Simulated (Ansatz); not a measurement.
## Palladium (dhcp) across density functionals

All rows: Ansatz, plane waves with scalar-relativistic PAW, 420 eV (500 eV for the SCAN forms), relaxed under each functional, no dispersion correction, no zero-point motion. B₀ comes from uniform scaling at fixed shape; a dash is a value not given.

```json
{"functional": "r²SCAN", "V (Å³/atom)": "15.00", "cell": "a = 2.758 Å, c = 9.109 Å (c/a = 3.303)", "B₀ (GPa)": "183", "magnetic state": "ferromagnetic, net 0.42 μB per atom", "ΔE to fcc (meV/atom)": "13"}
{"functional": "PBEsol", "V (Å³/atom)": "14.61", "cell": "a = 2.736 Å, c = 9.016 Å (c/a = 3.296)", "B₀ (GPa)": "203", "magnetic state": "spin not included", "ΔE to fcc (meV/atom)": "17"}
{"functional": "LDA", "V (Å³/atom)": "14.20", "cell": "a = 2.709 Å, c = 8.934 Å (c/a = 3.298)", "B₀ (GPa)": "225", "magnetic state": "spin not included", "ΔE to fcc (meV/atom)": "17"}
{"functional": "revPBE", "V (Å³/atom)": "15.71", "cell": "a = 2.803 Å, c = 9.236 Å (c/a = 3.296)", "B₀ (GPa)": "152", "magnetic state": "spin not included", "ΔE to fcc (meV/atom)": "13"}
{"functional": "RPBE", "V (Å³/atom)": "15.84", "cell": "a = 2.810 Å, c = 9.262 Å (c/a = 3.295)", "B₀ (GPa)": "146", "magnetic state": "spin not included", "ΔE to fcc (meV/atom)": "13"}
{"functional": "BLYP", "V (Å³/atom)": "16.41", "cell": "a = 2.841 Å, c = 9.387 Å (c/a = 3.304)", "B₀ (GPa)": "133", "magnetic state": "spin not included", "ΔE to fcc (meV/atom)": "13"}
```

Q: What does PBE give?

A: V (Å³/atom): 15.39; cell: a = 2.784 Å, c = 9.175 Å (c/a = 3.296); B₀ (GPa): 167; magnetic state: spin not included; ΔE to fcc (meV/atom): 14.

Real palladium is paramagnetic; a moment here is an artefact of the functional.
